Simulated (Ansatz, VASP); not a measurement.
# Two plane-wave programs on AlN

INCAR

```
SYSTEM = AlN
  PREC = Accurate
  ENCUT = 520
  EDIFF = 1E-6
  ISMEAR = 0
  SIGMA = 0.05
  LREAL = .FALSE.
  LASPH = .TRUE.
  NELM = 60
  ALGO = Normal
  ISIF = 2
  LWAVE = .FALSE.
  LCHARG = .TRUE.
  GGA = PE
  LELF = .TRUE.
  LVHAR = .TRUE.
  NBANDS = 11
```

The input KPOINTS:

```
regular mesh
0
G
  10 10 10
  0 0 0
```

POSCAR

```
AlN
1.0
    0.0000000000      2.1839935596      2.1839935596
    2.1839935596      0.0000000000      2.1839935596
    2.1839935596      2.1839935596      0.0000000000
Al N
1 1
Direct
   -0.0515111409     -0.0515111409      0.0515111409
    0.7500000000      0.7500000000      0.7500000000
```

Input for Ansatz:

```yaml
crystal:
  lattice:
    - [0.0, 2.1839935596, 2.1839935596]
    - [2.1839935596, 0.0, 2.1839935596]
    - [2.1839935596, 2.1839935596, 0.0]
  atoms:
    - { symbol: Al, position: [-0.0515111409, -0.0515111409, 0.0515111409] }
    - { symbol: "N", position: [0.75, 0.75, 0.75] }
basis:
  ecutwfc: 520.0
kpoints:
  mp_grid: { grid: [10, 10, 10] }
hamiltonian:
  xc: pbe
scf:
  occupations: { method: gaussian, width: 0.05 }
output:
  forces: true
  stress: true
  eigenvalues: true
```

Alike in both runs: task single point; functional PBE; k mesh 10 × 10 × 10; occupations gaussian, width 0.05 eV; no spin polarisation.

```csv
,VASP,Ansatz
version,VASP 6.6.1,Ansatz 0.2.0
potentials or method,"VASP PAW PBE potentials, release 64 (Al, N)","scalar-relativistic, plane waves, PAW"
plane-wave cutoff (eV),520,520
valence electrons in the cell,8,8
```

VASP gave:

```
gap on the k mesh at the Fermi level (eV)       : 2.75
least direct gap on the mesh (eV)               : 3.56
pressure (GPa)                                  : 10.8
largest component of the traceless stress (GPa) : 17.24
rms of the force components (eV/Å)              : 1.813
```

Task: Estimate Ansatz's values.

Result: gap on the k mesh at the Fermi level (eV): 2.77; least direct gap on the mesh (eV): 3.55; pressure (GPa): 11.0; largest component of the traceless stress (GPa): 17.13; rms of the force components (eV/Å): 1.806.

Atom by atom the forces differ by 0.007 eV/Å (rms over components).

Caveats: forces of over 1 eV/Å show positions far from the minimum, so gaps and moduli don't describe the material at rest. A k mesh can miss the band edges.
